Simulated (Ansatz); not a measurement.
input.yaml

```yaml
crystal:
  lattice:
    - [0.0, 3.5149327435, 3.5149327435]
    - [3.5149327435, 0.0, 3.5149327435]
    - [3.5149327435, 3.5149327435, 0.0]
  atoms:
    - { symbol: K, position: [0.0, 0.0, 0.0] }
    - { symbol: I, position: [0.5, 0.5, 0.5] }
basis:
  ecutwfc: 420
kpoints:
  mp_grid: { grid: [6, 6, 6] }
hamiltonian:
  xc: pbe
scf:
  occupations: { method: gaussian, width: 0.02 }
output:
  forces: true
  stress: true
  eigenvalues: true
```

Run as
```bash
ansatz run input.yaml --threads 1 --pin off --max-ram 2560MiB --backend cpu --events-out ev --progress --plain --runs-dir out
```

Method: DFT PBE, scalar-relativistic, plane waves, PAW (Ansatz).

From the run's log, abridged:

```
Pseudopotentials: kind: paw
Pseudopotential: K, paw, valence charge 9, recommended cutoff 420 eV (normal)
Pseudopotential: I, paw, valence charge 17, recommended cutoff 420 eV (normal)
Functional definition: PBE
Crystal: 2 atoms, lattice volume = 86.852 Å³
Basis set: ecut = 420 eV, 1687 PW (Γ), exchange–correlation on 72×72×72 points (8 copies of the dense FFT grid, shifted against one another)
Bands: 17, of which v1, the nominal top of the filled ones, is band 13 counted from 1 (12 counted from 0)
Symmetry: 48 space group operations
Space group: Fm-3m (ITA 225), of the structure as read, at distance tolerance 4.4e-5 Å
k-points: 16 of 216
Initial density: superposition of atomic densities (neutral atoms: chi_scale 0, normalization atom), corrected by the library's trained network
Initial wavefunctions: pseudopotential atomic-orbital guess
Functional: x = pbe(κ = 0.804, μ = 0.21951497), c = pbe(β = 0.06672455)
SCF iter   1: F=—  HF=-9053.684814 eV  |F-HF|=—  |Δ(HF+E_count)|=         —  Δρ=2.55e-4  dr2=5.95e-5  ethr=1.77e-3  ⟨swp⟩=7.4  Hψ=1624  notcnv=0
SCF iter   2: F=—  HF=-9053.684291 eV  |F-HF|=—  |Δ(HF+E_count)|=   5.23e-4  Δρ=3.34e-4  dr2=1.94e-4  ethr=2.29e-7  ⟨swp⟩=3.1  Hψ=778  notcnv=0
SCF iter   3: F=—  HF=-9053.684230 eV  |F-HF|=—  |Δ(HF+E_count)|=   6.06e-5  Δρ=1.74e-4  dr2=4.93e-5  ethr=2.29e-7  ⟨swp⟩=2.0  Hψ=480  notcnv=0
SCF iter   4: F=—  HF=-9053.684222 eV  |F-HF|=—  |Δ(HF+E_count)|=   8.10e-6  Δρ=2.17e-5  dr2=5.32e-7  ethr=1.90e-7  ⟨swp⟩=2.0  Hψ=480  notcnv=0
SCF iter   5: F=-9053.684223 eV  HF=-9053.684223 eV  |F-HF|=3.58e-8  |Δ(HF+E_count)|=   9.97e-7  Δρ=5.82e-6  dr2=3.77e-8  ethr=2.04e-9  ⟨swp⟩=2.1  Hψ=481  notcnv=0
SCF iter   6: F=-9053.684223 eV  HF=-9053.684223 eV  |F-HF|=1.10e-8  |Δ(HF+E_count)|=   1.16e-8  Δρ=2.33e-6  dr2=9.71e-9  ethr=1.45e-10  ⟨swp⟩=4.1  Hψ=1224  notcnv=0
SCF 1 converged in 6 iterations: F = -9053.684223 eV  dr2 = 9.71e-9
SCF converged after 6 iterations
Free energy (F): -9053.684223 eV
Harris-Foulkes:  -9053.684223 eV  (|F-HF|=1.10e-8)
Internal energy: -9053.684223 eV  (E = F + TS)
E sigma→0 (E₀):  -9053.684223 eV
Fermi energy:    4.388694 eV
--- Per-component energies (eV) ---
  E_band       = -518.459942
  E_kinetic    = 443.253800
  E_local      = -2812.740672  (includes V_loc(G=0)·N_el)
  E_nonlocal   = -77.368256
  E_hartree    = 1334.714316
  E_xc         = -263.546206
  E_vxc        = -293.887556  (∫ρ·V_xc dr)
  E_paw        = -5599.065205  (= ΣΔE_a)
  E_vpaw       = -447.140140  (= ΣTr[D̂ρ^β])
  E_aug_tail   = -0.000012  (compensation charges beyond the density's cutoff)
  E_ewald      = -2078.931990
  E_smearing   =  0.000000  (= −TS)
--- Forces (eV/Å), atoms counted from 1 ---
  atom   1  K      0.00000000     0.00000000     0.00000000
  atom   2  I      0.00000000     0.00000000     0.00000000
--- Stress (GPa, compression-positive) ---
        0.795384       0.000000       0.000000
        0.000000       0.795384       0.000000
        0.000000       0.000000       0.795384
  P = ⅓ Tr σ = 0.7954 GPa (7.954 kbar)
--- Band table (eV; the first three rows and the last of 16) ---
  k-point 0: bands = ["-40.3592", "-40.3592", "-40.3562", "-40.3562", "-40.3562", "-26.0809", "-9.5710", "-9.5710", "-9.5710", "-8.1378", "2.3873", "2.3873", "2.3873", "6.3900", "8.8880", "8.8880", "8.8880"]
  k-point 1: bands = ["-40.3592", "-40.3592", "-40.3562", "-40.3562", "-40.3562", "-26.0804", "-9.6161", "-9.5716", "-9.5716", "-8.0594", "1.9584", "2.2932", "2.2932", "7.0208", "8.8123", "9.1830", "9.1830"]
  k-point 2: bands = ["-40.3592", "-40.3592", "-40.3562", "-40.3562", "-40.3562", "-26.0793", "-9.6957", "-9.5728", "-9.5728", "-7.9111", "1.3053", "2.1192", "2.1192", "7.7662", "9.4527", "9.9010", "9.9010"]
  k-point 15: bands = ["-40.3592", "-40.3592", "-40.3562", "-40.3562", "-40.3561", "-26.0779", "-9.6177", "-9.6122", "-9.5978", "-7.9400", "1.4970", "1.8122", "1.8285", "8.0511", "8.8292", "9.8274", "10.7591"]
```

The calculation finished and met its thresholds.

The run took 1.7 s on 1 thread of Arm Neoverse V1, on a shared host, peak memory 0.32 GiB.